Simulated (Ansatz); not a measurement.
# KF: further runs on a relaxed guess, part 2 of 2

This session takes a relaxed cell of KF and sets out to repeat the electronic structure at other levels of theory.

Ansatz 0.2.0; DFT PBE, scalar-relativistic, plane waves, PAW. Earlier steps stand in the parts before.

### 3 Seeking the band edges over the whole zone (r2SCAN)

input.yaml reads:

```yaml
crystal:
  lattice:
    - [0.0, 2.7102548202, 2.7102548202]
    - [2.7102548202, 0.0, 2.7102548202]
    - [2.7102548202, 2.7102548202, 0.0]
  atoms:
    - { symbol: K, position: [0.5, 0.5, 0.5] }
    - { symbol: F, position: [0.0, 0.0, 0.0] }
basis:
  ecutwfc: 500
kpoints:
  mp_grid: { grid: [8, 8, 8] }
  band_path: { path: [VBM, CBM], npoints: 2 }
hamiltonian:
  xc: r2scan
scf:
  occupations: { method: gaussian, width: 0.02 }
output:
  forces: false
  stress: false
  eigenvalues: true
checkpoint:
  read: start.run
  write: ck
  compress: false
  write_wavefunctions: false
  write_every: 100000
```

Launch:

```bash
$ ansatz run input.yaml --threads 1 --pin off --max-ram 2048MiB --backend cpu --events-out ev --progress --plain --runs-dir out
```

The program printed, cut to the lines that bear on the results:

```text
Warning: RAYON_NUM_THREADS=1 ignored (pool sized by the plan → 1); use --threads N
[...]
Pseudopotentials: kind: paw
Pseudopotential: K, paw, valence charge 9, recommended cutoff 500 eV (meta_gga), K.paw.azcp
Pseudopotential: F, paw, valence charge 7, recommended cutoff 500 eV (meta_gga), F.paw.azcp
Functional definition: r2SCAN
[...]
Crystal: 2 atoms, lattice volume = 39.816 Å³
Basis set: ecut = 500 eV, 965 PW (Γ), exchange–correlation on 120×120×120 points (64 copies of the dense FFT grid, shifted against one another)
Bands: 12, of which v1, the nominal top of the filled ones, is band 8 counted from 1 (7 counted from 0)
Symmetry: 48 space group operations
Space group: Fm-3m (ITA 225), of the structure as read, at distance tolerance 3.4e-5 Å
k-points: 29 of 512
[...]
SCF iter   1: F=—  HF=-2355.178871 eV  |F-HF|=—  |Δ(HF+E_count)|=         —  Δρ=6.19e-6  dr2=6.76e-9  dr2_τ=1.95e-9  ethr=7.07e-7  ⟨swp⟩=2.4  Hψ=3166  notcnv=0
[...]
SCF iter   3: F=-2355.178873 eV  HF=-2355.178873 eV  |F-HF|=6.15e-10  |Δ(HF+E_count)|=  2.03e-10  Δρ=1.53e-6  dr2=3.17e-10  dr2_τ=1.02e-10  ethr=1.41e-11  ⟨swp⟩=1.0  Hψ=955  notcnv=0
[...]
NSCF: frozen V_eff on 16 k-points
NSCF: frozen V_eff on 16 k-points
NSCF: frozen V_eff on 16 k-points
NSCF: frozen V_eff on 6 k-points
NSCF: frozen V_eff on 2 k-points
NSCF: frozen V_eff on 2 k-points
NSCF: frozen V_eff on 2 k-points
NSCF: frozen V_eff on 2 k-points
NSCF: frozen V_eff on 2 k-points
NSCF: frozen V_eff on 3 k-points
SCF converged after 3 iterations
Free energy (F): -2355.178873 eV
[...]
E sigma→0 (E₀):  -2355.178873 eV
Fermi energy:    3.936895 eV
[...]
--- Band table (eV; the first three rows and the last of 29) ---
  k-point 0: bands = ["-26.5348", "-19.1358", "-9.0460", "-9.0460", "-9.0460", "0.6330", "0.6330", "0.6330", "7.2407", "11.9710", "11.9710", "11.9710"]
[...]
```

It took 5.6 s on 1 thread of Intel Xeon Platinum 8259CL at 2.50GHz (Skylake/Cascade Lake), shared host; peak memory 0.48 GiB.

start.run is the saved state of the run that this one goes on from.

### 4 Levels beside the edges (r2SCAN)

input.yaml reads:

```yaml
crystal:
  lattice:
    - [0.0, 2.7102548202, 2.7102548202]
    - [2.7102548202, 0.0, 2.7102548202]
    - [2.7102548202, 2.7102548202, 0.0]
  atoms:
    - { symbol: K, position: [0.5, 0.5, 0.5] }
    - { symbol: F, position: [0.0, 0.0, 0.0] }
basis:
  ecutwfc: 500
kpoints:
  mp_grid: { grid: [8, 8, 8] }
hamiltonian:
  xc: r2scan
scf:
  occupations: { method: gaussian, width: 0.02 }
output:
  forces: false
  stress: false
  eigenvalues: true
  eigenstates:
    kpoints:
      - [0.0, 0.0, 0.0]
      - [0.0, 0.008627009, 0.008627009]
      - [0.0, -0.008627009, -0.008627009]
      - [0.008627009, 0.0, 0.008627009]
      - [-0.008627009, 0.0, -0.008627009]
      - [0.008627009, 0.008627009, 0.0]
      - [-0.008627009, -0.008627009, 0.0]
      - [0.006100217, 0.006100217, 0.012200433]
      - [-0.006100217, -0.006100217, -0.012200433]
      - [0.006100217, 0.012200433, 0.006100217]
      - [-0.006100217, -0.012200433, -0.006100217]
      - [0.012200433, 0.006100217, 0.006100217]
      - [-0.012200433, -0.006100217, -0.006100217]
      - [0.009961612, 0.009961612, 0.009961612]
      - [-0.009961612, -0.009961612, -0.009961612]
      - [0.0, 0.0, 0.0]
      - [0.0, 0.008627009, 0.008627009]
      - [0.0, -0.008627009, -0.008627009]
      - [0.008627009, 0.0, 0.008627009]
      - [-0.008627009, 0.0, -0.008627009]
      - [0.008627009, 0.008627009, 0.0]
      - [-0.008627009, -0.008627009, 0.0]
      - [0.006100217, 0.006100217, 0.012200433]
      - [-0.006100217, -0.006100217, -0.012200433]
      - [0.006100217, 0.012200433, 0.006100217]
      - [-0.006100217, -0.012200433, -0.006100217]
      - [0.012200433, 0.006100217, 0.006100217]
      - [-0.012200433, -0.006100217, -0.006100217]
      - [0.009961612, 0.009961612, 0.009961612]
      - [-0.009961612, -0.009961612, -0.009961612]
    e_range: [-8.107759, 8.107759]
checkpoint:
  read: start.run
  write: ck
  compress: false
  write_wavefunctions: false
  write_every: 100000
```

Launch:

```bash
$ ansatz run input.yaml --threads 1 --pin off --max-ram 2048MiB --backend cpu --events-out ev --progress --plain --runs-dir out
```

The program printed:

```text
Warning: RAYON_NUM_THREADS=1 ignored (pool sized by the plan → 1); use --threads N
[... 10 set-up lines as earlier in the session ...]
Crystal: 2 atoms, lattice volume = 39.816 Å³
Basis set: ecut = 500 eV, 965 PW (Γ), exchange–correlation on 120×120×120 points (64 copies of the dense FFT grid, shifted against one another)
Bands: 12, of which v1, the nominal top of the filled ones, is band 8 counted from 1 (7 counted from 0)
[... 2 set-up lines as earlier in the session ...]
k-points: 29 of 512
[... 7 set-up lines as earlier in the session ...]
Initial density: read from a saved state, or passed on in memory by an earlier SCF of this step, an earlier step, the calling program or the single point that the run made first
Stability of the state it starts from, as read at its close in the unpolarized treatment: not read negative (Ritz values of 1 − χ₀K, real part plus size of imaginary part, from 1.0 to 2.7, by its mixing steps under the symmetry group of the SCF that read it)
[... 2 set-up lines as earlier in the session ...]
iter 1 solved again at ethr=7.07e-7 eV; its pass at ethr=3.10e-3 eV (dr2=1.13e-4 eV) is discarded
SCF iter   1: F=—  HF=-2355.178871 eV  |F-HF|=—  |Δ(HF+E_count)|=         —  Δρ=6.19e-6  dr2=6.76e-9  dr2_τ=1.95e-9  ethr=7.07e-7  ⟨swp⟩=2.4  Hψ=3166  notcnv=0
eigensolver tolerance schedule: the retry pair's looser diagonalisation over-reported the residual by 16722.77 of it (diagonalisation noise at an unbounded share of the residual, at the tolerance the schedule requests for it); recorded, not acted on — ethr = c·dr2/N_el stays at c = 1.0e-1
preconditioner: auto → none  [insulator: Δε(μ)=6.608 eV  Ē_g=18.430 eV  σ=0.020 eV  W_gap=1.00  n_scr=14 (ndim 8)  ℏωp=22.0 eV  f_vac=0.146  D(μ)=0.00/eV (n_scr^D=0)  ε∞_Penn≈2.4]
SCF iter   2: F=—  HF=-2355.178873 eV  |F-HF|=—  |Δ(HF+E_count)|=   2.21e-6  Δρ=3.15e-6  dr2=2.25e-9  dr2_τ=4.69e-10  ethr=4.23e-11  ⟨swp⟩=4.9  Hψ=1569  notcnv=0
SCF iter   3: F=-2355.178873 eV  HF=-2355.178873 eV  |F-HF|=6.15e-10  |Δ(HF+E_count)|=  2.03e-10  Δρ=1.53e-6  dr2=3.17e-10  dr2_τ=1.02e-10  ethr=1.41e-11  ⟨swp⟩=1.0  Hψ=955  notcnv=0
SCF 1 converged in 3 iterations: F = -2355.178873 eV  dr2 = 3.17e-10
NSCF: frozen V_eff on 30 k-points
SCF converged after 3 iterations
Free energy (F): -2355.178873 eV
Harris-Foulkes:  -2355.178873 eV  (|F-HF|=6.15e-10)
Internal energy: -2355.178873 eV  (E = F + TS)
E sigma→0 (E₀):  -2355.178873 eV
Fermi energy:    3.936895 eV
--- Per-component energies (eV) ---
  E_band       = -144.299601
  E_kinetic    = 463.027461
  E_local      = -1134.351026  (includes V_loc(G=0)·N_el)
  E_nonlocal   = 85.166639
  E_hartree    = 410.209075
  E_xc         = -214.365200
  E_vxc        = -304.545288  (∫ρ·V_xc dr)
  E_paw        = -990.578438  (= ΣΔE_a)
  E_vpaw       = -94.108381  (= ΣTr[D̂ρ^β])
  E_aug_tail   = 0.001109  (compensation charges beyond the density's cutoff)
  E_vtau       = 20.091820  (kinetic-family band-sum trace: ∫τ·v_τ [+ j·A + Jᵃ·Aᵃ] dr)
  E_ewald      = -974.060915
  E_core_change = -0.227577  (= ΣΔE_core)
  E_smearing   = -0.000000  (= −TS)
  E_closure    = 0.000000  (closes the sum)
  Σ components = -2355.178873   (vs F -2355.178873, Δ=0.00e0)
--- Band table (eV; the first three rows and the last of 29) ---
  k-point 0: bands = ["-26.5348", "-19.1358", "-9.0460", "-9.0460", "-9.0460", "0.6330", "0.6330", "0.6330", "7.2407", "11.9710", "11.9710", "11.9710"]
  k-point 1: bands = ["-26.5235", "-19.1455", "-9.0837", "-9.0509", "-9.0509", "0.5087", "0.5871", "0.5871", "7.6568", "11.6727", "12.1745", "12.1745"]
  k-point 2: bands = ["-26.4960", "-19.1691", "-9.1740", "-9.0626", "-9.0626", "0.2413", "0.4783", "0.4783", "8.7055", "11.2494", "12.6790", "12.6790"]
  k-point 28: bands = ["-26.4377", "-19.1682", "-9.3819", "-9.3819", "-9.1277", "0.2730", "0.4694", "0.4694", "10.8161", "10.8161", "12.5179", "14.6633"]
```

Run time: 3.6 s. Hardware: 1 thread of Intel Xeon Platinum 8259CL at 2.50GHz (Skylake/Cascade Lake), shared host; peak memory 0.48 GiB.

The search puts the valence top at k = (0.000, 0.000, 0.000) and the conduction bottom at (0.000, 0.000, 0.000), 6.61 eV apart.

Curvature masses (electron masses; step 0.02 1/Å; n/a where the band is flat or the point is no extremum):

```csv
carrier,band,x,y,z,[110],[101],[011],[111]
hole,8,15.97,15.97,15.97,15.96,15.96,15.96,4.94
hole,7,15.97,15.97,15.97,3.67,3.67,3.67,4.94
hole,6,1.18,1.18,1.18,1.57,1.57,1.57,1.77
electron,9,0.55,0.55,0.55,0.55,0.55,0.55,0.55
```

### 5 The levels side by side

```csv
level,gap (eV),pressure (GPa),CPU time,against the first
PBE,5.96,0.0,13 s,× 1
r2SCAN,6.61,-1.8,16 s,× 1.2
```

All at the geometry relaxed with the first.

### 6 Results

This closing draws on all 2 parts.

| quantity | value |
| --- | --- |
| gap (r2SCAN) | 6.61 eV, direct on the path |
| Bader charges (r2SCAN) | K +0.88, F -0.88 e |
| gap over the zone (r2SCAN) | 6.61 eV, direct |
| valence top, conduction bottom (fractional k) (r2SCAN) | (0.000, 0.000, 0.000), (0.000, 0.000, 0.000) |
| hole masses (r2SCAN) | 1.18 to 15.97 m0 along the directions sampled |
| electron masses (r2SCAN) | 0.55 to 0.55 m0 along the directions sampled |

What this shows: The gap runs from 5.96 eV with PBE to 6.61 eV with r2SCAN. At this fixed cell r2SCAN gives -1.8 GPa, so it would relax to a smaller volume.
